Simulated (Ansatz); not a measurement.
# MgO (Fm-3m) in Ansatz: further runs

One crystal, MgO, is run at these levels: PBE; tasks: single point.

Program: Ansatz 0.2.0. These are calculated values, not measurements. Logs are shortened: lines on timing, memory, paths and dates and some standing lists are left out, and cuts for length are marked.

**Measured values to compare with.**

From “Electronic structure of alkaline earth and post-transition metal oxides”, 2009, arxiv:0908.1581, for a bulk crystal of MgO: band gap 7.83 eV.

The results are compared with them further down.

**1. Starting point**

It takes space group Fm-3m (No. 225, cubic). The conventional cell has a = 4.194 Å, b = 4.194 Å, c = 4.194 Å, α = 90.00°, β = 90.00°, γ = 90.00°. Mg (site symmetry m-3m) has 6 O at 2.10 Å as nearest neighbours. O (site symmetry m-3m) has 6 Mg at 2.10 Å as nearest neighbours.

The cell is a database's computed one.

**2. Single point, PBE**

input.yaml reads:

```yaml
crystal:
  lattice:
    - [0.0, 2.0970013927, 2.0970013927]
    - [2.0970013927, 0.0, 2.0970013927]
    - [2.0970013927, 2.0970013927, 0.0]
  atoms:
    - { symbol: Mg, position: [0.0, 0.0, 0.0] }
    - { symbol: O, position: [0.5, 0.5, 0.5] }
hamiltonian:
  xc: pbe
  pseudopotentials: { kind: paw }
kpoints:
  mp_grid: { grid: [11, 11, 11] }
scf:
  occupations: { method: gaussian, width: 0.024 }
output:
  forces: true
  stress: true
  eigenvalues: true
```

Potentials or basis: Ansatz PAW.

The run is started by

```
> ansatz run input.yaml --threads 2 --pin off --max-ram 5632MiB --backend cpu --events-out ev --progress --plain --runs-dir out
```

The program printed:

```text
Warning: RAYON_NUM_THREADS=2 ignored (pool sized by the plan → 2); use --threads N
Engine: ansatz 0.2.0, x86_64-unknown-linux-gnu
Pseudopotentials: kind: paw
Pseudopotential: Mg, paw, valence charge 10, recommended cutoff 420 eV (normal), Mg.paw.azcp
Pseudopotential: O, paw, valence charge 6, recommended cutoff 420 eV (normal), O.paw.azcp
Functional definition: PBE
  parameter kappa = 0.804
  parameter beta = 0.06672455060314922
  exchange = pbe_x(kappa = kappa, mu = beta*pi^2/3)
  correlation = pbe_c(beta = beta)
Crystal: 2 atoms, lattice volume = 18.443 Å³
Basis set: ecut = 420 eV, 339 PW (Γ), exchange–correlation on 40×40×40 points (8 copies of the dense FFT grid, shifted against one another)
Bands: 12, of which v1, the nominal top of the filled ones, is band 8 counted from 1 (7 counted from 0)
Symmetry: 48 space group operations
Space group: Fm-3m (ITA 225), of the structure as read, at distance tolerance 2.6e-5 Å
k-points: 56 of 1331
Non-local potential: Mg, projectors of the file, l = 0: 3, l = 1: 2, l = 2: 1
Non-local potential: O, projectors of the file, l = 0: 2, l = 1: 2, l = 2: 1
PAW form: soft (Blöchl's): semilocal exchange-correlation on the pseudo side does not see the compensation charge
PAW one-centre angular grid: Mg, 110 points (default); XC on 64 Gauss nodes
PAW one-centre angular grid: O, 110 points (default); XC on 64 Gauss nodes
Initial density: superposition of atomic densities (neutral atoms: chi_scale 0, normalization atom), corrected by the library's trained network
Initial wavefunctions: pseudopotential atomic-orbital guess
Functional: x = pbe(κ = 0.804, μ = 0.2195149727645171), c = pbe(β = 0.06672455060314922)
SCF iter   1: F=—  HF=-2494.121835 eV  |F-HF|=—  |Δ(HF+E_count)|=         —  Δρ=5.85e-4  dr2=8.18e-6  ethr=1.77e-3  ⟨swp⟩=5.9  Hψ=3956  notcnv=0
preconditioner: auto → none  [insulator: Δε(μ)=4.867 eV  Ē_g=18.688 eV  σ=0.024 eV  W_gap=1.00  n_scr=8 (ndim 8)  ℏωp=24.5 eV  f_vac=0.000  D(μ)=0.00/eV (n_scr^D=0)  ε∞_Penn≈2.7]
SCF iter   2: F=—  HF=-2494.122355 eV  |F-HF|=—  |Δ(HF+E_count)|=   5.20e-4  Δρ=4.24e-4  dr2=1.56e-5  ethr=5.11e-8  ⟨swp⟩=3.7  Hψ=2023  notcnv=0
SCF iter   3: F=—  HF=-2494.122375 eV  |F-HF|=—  |Δ(HF+E_count)|=   2.04e-5  Δρ=2.29e-4  dr2=3.92e-6  ethr=5.11e-8  ⟨swp⟩=2.9  Hψ=1096  notcnv=0
iter 4 did not close the SCF: its close was put off for the readings that it lacked (scf_convergence_deferred on its scf_iter line)
SCF iter   4: F=-2494.122391 eV  HF=-2494.122391 eV  |F-HF|=1.77e-8  |Δ(HF+E_count)|=   1.57e-5  Δρ=3.00e-5  dr2=5.78e-8  ethr=2.45e-8  ⟨swp⟩=2.1  Hψ=1022  notcnv=0
iter 5 did not close the SCF: its close was put off for the readings that it lacked (scf_convergence_deferred on its scf_iter line)
SCF iter   5: F=-2494.122391 eV  HF=-2494.122391 eV  |F-HF|=8.40e-9  |Δ(HF+E_count)|=   1.94e-8  Δρ=8.65e-6  dr2=7.64e-9  ethr=3.61e-10  ⟨swp⟩=2.6  Hψ=1140  notcnv=0
SCF iter   6: F=-2494.122391 eV  HF=-2494.122391 eV  |F-HF|=1.09e-9  |Δ(HF+E_count)|=   3.18e-9  Δρ=2.97e-6  dr2=7.70e-10  ethr=4.77e-11  ⟨swp⟩=1.8  Hψ=2057  notcnv=0
SCF 1 converged in 6 iterations: F = -2494.122391 eV  dr2 = 7.70e-10
SCF converged after 6 iterations
Free energy (F): -2494.122391 eV
Harris-Foulkes:  -2494.122391 eV  (|F-HF|=1.09e-9)
Internal energy: -2494.122391 eV  (E = F + TS)
E sigma→0 (E₀):  -2494.122391 eV
Fermi energy:    10.730766 eV
--- Per-component energies (eV) ---
  E_band       = -289.824714
  E_kinetic    = 256.228129
  E_local      = -1594.291249  (includes V_loc(G=0)·N_el)
  E_nonlocal   = 142.843515
  E_hartree    = 551.485703
  E_xc         = -105.411155
  E_vxc        = -135.097027  (∫ρ·V_xc dr)
  E_paw        = -450.061197  (= ΣΔE_a)
  E_vpaw       = -62.481108  (= ΣTr[D̂ρ^β])
  E_aug_tail   = 0.002518  (compensation charges beyond the density's cutoff)
  E_ewald      = -1294.918655
  E_smearing   = -0.000000  (= −TS)
  E_closure    = 0.000000  (closes the sum)
  Σ components = -2494.122391   (vs F -2494.122391, Δ=0.00e0)
--- Forces (eV/Å), atoms counted from 1 ---
  atom   1  Mg    -0.00000000     0.00000000     0.00000000
  atom   2  O      0.00000000    -0.00000000    -0.00000000
  max |Σ_I F_I| component: 1.10e-29 eV/Å
--- Stress (GPa, compression-positive) ---
        6.907505      -0.000000       0.000000
        0.000000       6.907505      -0.000000
       -0.000000       0.000000       6.907505
  P = ⅓ Tr σ = 6.9075 GPa (69.075 kbar)
--- Band table (eV; the first three rows and the last of 56) ---
  k-point 0: bands = ["-63.9555", "-30.6748", "-30.6748", "-30.6748", "-9.0220", "8.2960", "8.2960", "8.2960", "13.1654", "24.1918", "24.1918", "24.1918"]
  k-point 1: bands = ["-63.9547", "-30.6821", "-30.6755", "-30.6755", "-8.9294", "7.7456", "8.2390", "8.2390", "13.6950", "23.0919", "24.3956", "24.3956"]
  k-point 2: bands = ["-63.9528", "-30.7017", "-30.6774", "-30.6774", "-8.6707", "6.5696", "8.0896", "8.0896", "14.7693", "21.6442", "24.8524", "24.8524"]
  k-point 55: bands = ["-63.9433", "-30.7309", "-30.7275", "-30.7046", "-7.3919", "5.1787", "5.3886", "6.6519", "19.6291", "20.3185", "20.6405", "24.2964"]
```

Run time: 0.32 s. Hardware: 2 threads of Intel Xeon 6975P-C (Granite Rapids), shared host; peak memory 0.32 GiB.

What came out:

* Free energy: -2494.1224 eV
* Pressure: 6.9 GPa
* Band gap on the k mesh: 4.87 eV, direct

Caveat: odd divisions of the mesh miss points on the zone boundary, where band edges often lie, so the gap on the mesh can be too wide; the pressure holds a Pulay correction of +0.6 GPa for the finite cutoff.

**3. Single point, PBE**

Changes to input.yaml since step 2:

```diff
@@ -14,3 +14,3 @@
 scf:
-  occupations: { method: gaussian, width: 0.024 }
+  occupations: { method: gaussian, width: 0.025 }
 output:
```

Potentials or basis: Ansatz PAW.

The run is started by

```
> ansatz run input.yaml --threads 2 --pin off --max-ram 5632MiB --backend cpu --events-out ev --progress --plain --runs-dir out
```

Run time: 0.32 s. Hardware: 2 threads of Intel Xeon 6975P-C (Granite Rapids), shared host; peak memory 0.32 GiB.

It converged, with:

* Free energy: -2494.1224 eV
* Pressure: 6.9 GPa
* Band gap on the k mesh: 4.87 eV, direct

Levels at points of the mesh, in eV from the valence-band top:
```
           k point  band 5  band 6  band 7  band 8  band 9  band 10  band 11  band 12
(0.00, 0.00, 0.00)  -17.32    0.00    0.00    0.00    4.87    15.90    15.90    15.90
```

Caveat: odd divisions of the mesh miss points on the zone boundary, where band edges often lie, so the gap on the mesh can be too wide; the pressure holds a Pulay correction of +0.6 GPa for the finite cutoff.

**4. Against experiment**

Step 2. Measured gap of MgO: 7.83 eV (quoted in “Electronic structure of alkaline earth and post-transition metal oxides”, 2009, arxiv:0908.1581). This calculation gives 4.87 eV (-2.96 eV). The value is that of PBE, without temperature or zero-point motion. Semilocal functionals fall short of measured gaps as a rule. The cell is a database's relaxed one, not the measured one, which moves gaps too.

Step 3. Against the measured gap of MgO, 7.83 eV (quoted in “Electronic structure of alkaline earth and post-transition metal oxides”, 2009, arxiv:0908.1581), the calculated 4.87 eV is off by -2.96 eV. The value is that of PBE, without temperature or zero-point motion. Semilocal functionals fall short of measured gaps as a rule. The cell is a database's relaxed one, not the measured one, which moves gaps too.
